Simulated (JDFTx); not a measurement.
Crystal: Zn.

```
Zn
1.0
    -1.56904    1.56904    1.56904
     1.56904   -1.56904    1.56904
     1.56904    1.56904   -1.56904
Zn
1
Direct
  0.00000 0.00000 0.00000
```

This isn't the form of Zn at room conditions, which is hcp.

```yaml
Program: JDFTx 1.7.0 (patched build)
Task: relaxation of cell and atoms
Functional: SCAN
Potentials_or_basis: SG15-PBE-1.2 with smoothed tails
Cutoff: 1361 eV
Density_cutoff: 5442 eV
k_mesh: 6 × 6 × 6
Occupations: fermi-dirac, width 0.05 eV
Spin: no spin polarisation
```

At the start: pressure -5.4 GPa; volume 15.45 Å³/atom.

Problem. How do energy, volume and symmetry change on relaxing?

Solution. Over 6 steps the energy falls by 16.4 meV/atom and the volume is 14.53 Å³/atom (-5.9 %); space group Im-3m (No. 229, to 0.05 Å).

Step by step:
```tsv
step	energy change (eV)	largest force (eV/Å)	pressure (GPa)	volume (Å³)
1	0.0000	0.0000	-5.39	15.45
2	-0.0038	0.0000	-4.81	15.33
3	-0.0163	0.0000	0.49	14.47
4	-0.0164	0.0000	0.00	14.53
5	-0.0164	0.0000	0.01	14.53
6	-0.0164	0.0000	0.00	14.53
```

Final structure:
```
CELL_PARAMETERS angstrom
-1.53735 1.53735 1.53735
1.53735 -1.53735 1.53735
1.53735 1.53735 -1.53735
ATOMIC_POSITIONS crystal
Zn 0.00000 0.00000 0.00000
```

Caveat: the k mesh is coarse (spacing up to 0.47 Å⁻¹), so the values aren't converged; meta-GGA forces are noisy on this grid; the potentials were made for another functional, which shifts forces and pressure.
